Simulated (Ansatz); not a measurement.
**LiCl and its competing phases**

Method: DFT PBE, scalar-relativistic, plane waves, PAW (Ansatz 0.2.0). Settings: cutoff 420 eV, Γ-centred meshes spaced at most about 0.3 Å⁻¹ (2π included), Gaussian smearing. No spin polarisation.

Energies over the elements count from the elements' standard structures at the same level (Cl₂ as a molecule), with no fitted energy shifts.

These are static total energies at zero pressure.

The competitors are the elements and 1 reference phase of this chemical system (from databases or known types: LiCl), relaxed at the same level; other known phases may be missing.

The candidate was reached from: 4-connected net, two elements alternating.

```cif
data_structure
_symmetry_space_group_name_H-M 'P 1'
_symmetry_Int_Tables_number 1
_cell_length_a 3.9078
_cell_length_b 3.9078
_cell_length_c 15.8453
_cell_angle_alpha 90.000
_cell_angle_beta 90.000
_cell_angle_gamma 120.000
_cell_volume 209.56
loop_
_atom_site_label
_atom_site_type_symbol
_atom_site_fract_x
_atom_site_fract_y
_atom_site_fract_z
_atom_site_occupancy
Li1 Li 0.33333 0.66667 0.12486 1
Li2 Li 0.33333 0.66667 0.52455 1
Li3 Li 0.66667 0.33333 0.72384 1
Li4 Li 0.00000 0.00000 0.92440 1
Li5 Li 0.66667 0.33333 0.32533 1
Cl1 Cl 0.33333 0.66667 0.67509 1
Cl2 Cl 0.00000 0.00000 0.07538 1
Cl3 Cl 0.66667 0.33333 0.87490 1
Cl4 Cl 0.33333 0.66667 0.27585 1
Cl5 Cl 0.66667 0.33333 0.47581 1
```

**Question.** Where does it stand against these competitors?

**Answer.** Too close to call. Its formation energy is -1.875 eV/atom. The lowest competing phase at this composition is this:

```
phase       space group             source  share of atoms  ΔE_f (eV/atom)
 LiCl  P6_3mc (No. 186)  Materials Project          1.0000          -1.878
```

The candidate lies level with this phase within the noise. The candidate matches no cell in the subsets of the Crystallography Open Database and the Materials Project at hand. Checks: no imaginary mode on a 2×2×1 q mesh. The Crystallography Open Database lists this formula in another space group (No. 225).
